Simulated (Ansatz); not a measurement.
# Cu: the cost of one run

Method: DFT PBE, scalar-relativistic, plane waves, PAW, in Ansatz 0.2.0.

2 further runs of the same task are left out: 2 set aside as unsound or not needed.

### 1 Starting point

Symmetry: P6_3/mmc, No. 194, hexagonal system. The conventional cell has a = 2.564 Å, b = 2.564 Å, c = 4.207 Å, α = 90.00°, β = 90.00°, γ = 120.00°. Cu (site symmetry -6m2) is surrounded by 12 Cu at 2.56 to 2.57 Å.

As a file:

```cif
data_structure
_symmetry_space_group_name_H-M 'P6_3/mmc'
_symmetry_Int_Tables_number 194
_cell_length_a 2.5643
_cell_length_b 2.5643
_cell_length_c 4.2070
_cell_angle_alpha 90.000
_cell_angle_beta 90.000
_cell_angle_gamma 120.000
_cell_volume 23.96
loop_
_atom_site_label
_atom_site_type_symbol
_atom_site_symmetry_multiplicity
_atom_site_Wyckoff_symbol
_atom_site_fract_x
_atom_site_fract_y
_atom_site_fract_z
_atom_site_occupancy
Cu1 Cu 2 c 0.33333 0.66667 0.25000 1
```

It goes back to an entry of the Materials Project, which need not be the stable form.

This cell was relaxed beforehand with the same method: volume 11.98 Å³/atom, gap on the mesh none (metal).

### 2 Phonons at Γ, at rest

input.yaml

```yaml
crystal:
  lattice:
    - [2.5642561837, 0.0, 0.0]
    - [-1.2821280918, 2.2207109969, 0.0]
    - [0.0, 0.0, 4.2069697295]
  atoms:
    - { symbol: Cu, position: [0.3333333333, 0.6666666667, 0.25] }
    - { symbol: Cu, position: [0.6666666667, 0.3333333333, 0.75] }
basis:
  ecutwfc: 420
kpoints:
  mp_grid: { grid: [18, 18, 10] }
hamiltonian:
  xc: pbe
scf:
  occupations: { method: fermi_dirac, width: 0.15 }
output:
  eigenvalues: true
phonons:
  method: dfpt
  eigenvectors: true
```

Started as:

```console
$ ansatz run input.yaml --threads 1 --pin off --max-ram 3072MiB --backend cpu --events-out ev --progress --plain --runs-dir out
```

**Question.** How long does this run take on 1 thread of AMD EPYC 7R43 (Zen 3), shared host, and how much memory does it need?

About 59 s, with a peak of 1.2 GiB.
